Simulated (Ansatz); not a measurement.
# InP: band gap under strain

Aim: follow the gap of InP built on the zincblende prototype through these states: +2.0 % strain along z alone; +3.0 % strain along z alone; +4.0 % strain along z alone. The table at the end shows which levels were run.

Program: Ansatz 0.2.0. PAW datasets, plane waves. (Simulation; spin polarisation is off.)

## Step 1: Starting point

The unstrained cell was relaxed with r2SCAN; in each strained cell the atoms were relaxed again with r2SCAN. Names of k-points are those of the unstrained zone, where strain can split equivalent points. First state: +2.0 % strain along z alone.

It is tetragonal, I-4m2 (No. 119); a = 4.177 Å, c = 6.026 Å in the conventional setting, 26.29 Å³ an atom. Around In lie 4 P at 2.58 Å; around P lie 4 In at 2.58 Å.

Coordinates:

```xyz
2
Lattice="0.0000 2.9538 3.0129 2.9538 0.0000 3.0129 2.9538 2.9538 0.0000" Properties=species:S:1:pos:R:3 pbc="T T T"
In    0.0000    0.0000    0.0000
P     1.4769    1.4769    1.5064
```

From earlier runs on the unstrained cell: PBE 0.59 eV, r2SCAN 1.02 eV, HSE06 1.36 eV, r2SCAN+SOC 1.00 eV, G0W0 1.03 eV (on its mesh); a = 5.908 Å.

## Step 2: +2.0 % strain along z alone: PBE

Contents of input.yaml:

```yaml
crystal:
  lattice:
    - [0.0, 2.9537876348, 3.0128633875]
    - [2.9537876348, 0.0, 3.0128633875]
    - [2.9537876348, 2.9537876348, 0.0]
  atoms:
    - { symbol: In, position: [0.0, 0.0, 0.0] }
    - { symbol: P, position: [0.25, 0.25, 0.25] }
kpoints:
  mp_grid: { grid: [8, 8, 8] }
  band_path:
    path:
      - [0.0, 0.0, 0.0]
      - [-0.5, -0.5, 0.0]
      - [-0.375, -0.375, 0.25]
      - [-0.375, 0.0, 0.375]
      - [0.0, 0.0, 0.5]
      - [-0.5, -0.25, 0.25]
    npoints: 1
hamiltonian:
  xc: pbe
scf:
  occupations: { method: fermi_dirac, width: 0.02 }
  n_extra_bands: 4
output:
  forces: true
  stress: true
  eigenvalues: true
```

The run is started by

```bash
ansatz run input.yaml --threads 2 --pin off --max-ram 20275MiB --backend cpu --events-out ev --progress --plain --runs-dir out
```

Further steps of the session: +2.0 % strain along z alone: r2SCAN; +2.0 % strain along z alone: HSE06; +2.0 % strain along z alone: r2SCAN+SOC; +2.0 % strain along z alone: r2SCAN; +2.0 % strain along z alone: G0W0@PBE; +3.0 % strain along z alone: PBE; +3.0 % strain along z alone: r2SCAN; +3.0 % strain along z alone: HSE06; +3.0 % strain along z alone: r2SCAN+SOC; +3.0 % strain along z alone: r2SCAN; +3.0 % strain along z alone: G0W0@PBE; +4.0 % strain along z alone: PBE; +4.0 % strain along z alone: r2SCAN; +4.0 % strain along z alone: HSE06; +4.0 % strain along z alone: r2SCAN+SOC; +4.0 % strain along z alone: r2SCAN; +4.0 % strain along z alone: G0W0@PBE.

Q: Predict the outcome of this session.

The runs gave:

Least gap in eV (negative: overlap), with the change from the unstrained cell in brackets. G0W0 is on its own coarse mesh.

| state | volume change (%) | PBE | r2SCAN | HSE06 | G0W0 |
| --- | --- | --- | --- | --- | --- |
| +2.0 % strain along z alone | +2.0 | 0.44 (-0.15) | 0.87 (-0.15) | 1.20 (-0.16) | 0.86 (-0.17) |
| +3.0 % strain along z alone | +3.0 | 0.37 (-0.22) | 0.80 (-0.22) | 1.12 (-0.24) | 0.78 (-0.25) |
| +4.0 % strain along z alone | +4.0 | 0.30 (-0.29) | 0.72 (-0.30) | 1.04 (-0.32) | 0.70 (-0.33) |

In words: The largest move of the HSE06 gap in the table is -0.318 eV, under +4.0 % strain along z alone. PBE and HSE06 differ by 0.77 eV on the unstrained gap, and by at most 0.03 eV on its change: PBE follows the response to strain far better than the gap itself. Spin-orbit coupling is left out of the table, though the cell holds In (Z = 49); in an element this heavy it can shift bands and gaps by tenths of an eV. The G0W0 figures hold for the stated bands, cutoff and mesh and aren't extrapolated.
